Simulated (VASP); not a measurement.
Wanted: the native input for a VASP 6.6.1 run.

```yaml
Task: single point
Functional: r2SCAN
Potentials_or_basis: VASP PAW PBE potentials, release 64 (Ga_d)
Cutoff: 520 eV
k_mesh: 9 × 9 × 5
Occupations: methfessel-paxton, width 0.0578 eV
Spin: no spin polarisation
Dipole_correction: no
Further_INCAR_settings: ALGO = Normal; EDIFF = 1e-06; NBANDS = 20
```

Ga:

```xyz
2
Lattice="1.6440 2.8474 0.0000 -1.6440 2.8474 0.0000 0.0000 0.0000 5.2360" Properties=species:S:1:pos:R:3 pbc="T T T"
Ga    0.0000    1.8983    1.3090
Ga    0.0000    3.7965    3.9270
```

The cell was built by a generator and needn't be a form met in nature.

The input as run:

POSCAR

```
Ga
1.0
    1.6439520000      2.8474050000      0.0000000000
   -1.6439520000      2.8474050000      0.0000000000
    0.0000000000      0.0000000000      5.2360290000
Ga
2
Direct
    0.3333300000      0.3333400000      0.2500000000
    0.6666600000      0.6666700000      0.7500000000
```

INCAR.step1

```
ALGO     = Normal         # electronic algorithm
EDIFF    = 1E-4           # SCF threshold, eV
ENCUT    = 520            # plane-wave cutoff, eV
GGA      = PE             # functional
ISMEAR   = -5             # smearing method
LASPH    = True           # aspherical terms in the spheres
LCHARG   = False          # write CHGCAR
LREAL    = False          # projectors in reciprocal space
LWAVE    = True           # write WAVECAR
NBANDS   = 20             # bands
NELM     = 100            # most SCF steps
PREC     = Accurate       # precision mode
SIGMA    = 0.0578         # smearing width, eV
```

INCAR.step2

```
ALGO     = Normal         # electronic algorithm
EDIFF    = 1E-6           # SCF threshold, eV
ENCUT    = 520            # plane-wave cutoff, eV
ISIF     = 2              # what is computed and relaxed
ISMEAR   = 1              # smearing method
ISTART   = 1            
LASPH    = True           # aspherical terms in the spheres
LCHARG   = False          # write CHGCAR
LMIXTAU  = True         
LORBIT   = 10             # projections on sites
LREAL    = False          # projectors in reciprocal space
LWAVE    = False          # write WAVECAR
METAGGA  = R2SCAN         # meta-GGA
NBANDS   = 20             # bands
NELM     = 100            # most SCF steps
PREC     = Accurate       # precision mode
SIGMA    = 0.0578         # smearing width, eV
```

KPOINTS

```
k-points
0
Gamma
  9 9 5
```

Potentials or basis: VASP PAW PBE potentials, release 64 (Ga_d).

The run is started by

```console
$ cat potpaw_PBE.64/Ga_d/POTCAR > POTCAR
$ cp INCAR.step1 INCAR
$ mpirun -np 1 vasp_std > vasp.out
$ cp INCAR.step2 INCAR
$ mpirun -np 1 vasp_std > vasp.out
```

Results of the run:

| Quantity | Value |
| --- | --- |
| Pressure | -8.0 GPa |
| Band gap on the k mesh | none (metal or under the smearing width) |
| Valence electrons inside the program's atomic spheres | Ga 11.38 |

Caveat: the PAW data sets were made with another functional, which shifts forces and pressure a little.

It took 110 s on 1 thread of Intel(R) Xeon(R) Platinum 8488C (Sapphire Rapids) (shared host), peak memory 0.2 GiB.
